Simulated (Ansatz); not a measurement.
Data:

```yaml
crystal:
  lattice:
    - [4.32129, 0.00000, 0.00000]
    - [0.00000, 6.11123, 0.00000]
    - [2.16065, -3.05561, 2.16065]
  atoms:
    - { symbol: Zn, position: [0.00000, 0.50000, 0.00000] }
    - { symbol: Te, position: [0.50000, 0.25000, 0.00000] }
```

The cell is taken as given.

Transport runs along the normal of the first two printed cell vectors, the (110) plane of the conventional cell.

The gap is the functional's own. No spin-orbit coupling. Mid-gap values are those at the computed energy nearest the middle.

Task: Estimate the band gap and the smallest decay constant κ at mid-gap that r2SCAN run with Ansatz (an electronic-structure program) returns for this system.

Result: Gap 1.80 eV on a 14×14×14 mesh; κ = 0.106 1/Å, at the zone centre.
